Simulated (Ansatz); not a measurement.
# Bi: energy and pressure over a range of volumes

An exercise on one series of results from a longer session: the logs are not shown, and one member is left open.

Method: DFT PBE, scalar-relativistic, in Ansatz 0.2.0.

## The system as given

The structure is monoclinic, space group C2/m (No. 12). Conventional cell: a = 6.673 Å, b = 6.111 Å, c = 3.300 Å, α = 90.00°, β = 110.41°, γ = 90.00°. Bi (site symmetry m) has 6 Bi at 3.15 to 3.31 Å as nearest neighbours.

Structure file:

```
Bi
1.0
     3.33628   -3.05540    0.00000
     3.33628    3.05540    0.00000
    -1.15098    0.00000    3.09291
Bi
2
Direct
  0.25180 0.25180 0.14900
  0.74820 0.74820 0.85100
```

Atoms are numbered in the order of the input: Bi1, Bi2.

Set-up of the first run:

Contents of input.yaml:

```yaml
crystal:
  lattice:
    - [3.2911896077, -3.0141057488, 0.0]
    - [3.2911896077, 3.0141057488, 0.0]
    - [-1.1354243093, 0.0, 3.0511087947]
  atoms:
    - { symbol: Bi, position: [0.2518, 0.2518, 0.149] }
    - { symbol: Bi, position: [0.7482, 0.7482, 0.851] }
kpoints:
  mp_grid: { grid: [8, 8, 11] }
  band_path:
    path:
      - [0.0, 0.0, 0.0]
      - [-0.4887142109, 0.4887142109, 0.0]
      - [-0.5112857891, -0.4887142109, 0.0]
      - [-0.5, -0.5, 0.0]
      - [0.0, 0.0, 0.0]
      - [-0.5, -0.5, 0.5]
      - [-0.6796217385, -0.3203782615, 0.5]
      - [-0.3203782615, 0.3203782615, 0.5]
      - [0.0, 0.0, 0.5]
    npoints: 5
scf:
  occupations: { method: fermi_dirac, width: 0.05 }
hamiltonian:
  xc: pbe
  pseudopotentials: { kind: all_electron, lapw: { basis_error: 0.00025 } }
output:
  forces: true
  stress: true
  eigenvalues: true
```

Run with:

```sh
> ansatz run input.yaml --threads 1 --pin off --max-ram 3072MiB --backend cpu --events-out ev --progress --plain --runs-dir out
```

Among the steps run: Volume × 0.96, LAPW; Volume × 0.96, PAW; Volume × 0.96, crystal datasets; Volume × 0.99, LAPW; Volume × 0.99, PAW; Volume × 0.99, crystal datasets; Volume × 1.02, LAPW; Volume × 1.02, PAW; Volume × 1.02, crystal datasets; Volume × 1.06, LAPW.

One of the session's tables, all rows but one given; the rest of the session is left out.

It belongs to the step «The equation of state». 

```
          method  volume (Å³/atom)  pressure (GPa)  largest force (eV/Å)
            LAPW            30.267            7.08                 0.026
            LAPW            31.213            4.78                 0.059
            LAPW            32.159            2.82                 0.088
            LAPW            33.420            0.66                 0.122
             PAW            30.267            7.06                 0.026
             PAW            31.213            4.76                 0.059
             PAW            32.159               ?                     ?
crystal datasets            30.267            7.08                 0.026
crystal datasets            31.213            4.78                 0.059
crystal datasets            32.159            2.82                 0.088
```

**Question.** Estimate the row for PAW, 32.159.

The run gave: pressure (GPa): 2.81; largest force (eV/Å): 0.089. In the column «pressure (GPa)» it lies between LAPW, 33.420 (0.66) and LAPW, 32.159 (2.82).

Limits of these values: Warnings in the runs' records: gradients without spin orbit, crystal datasets made.
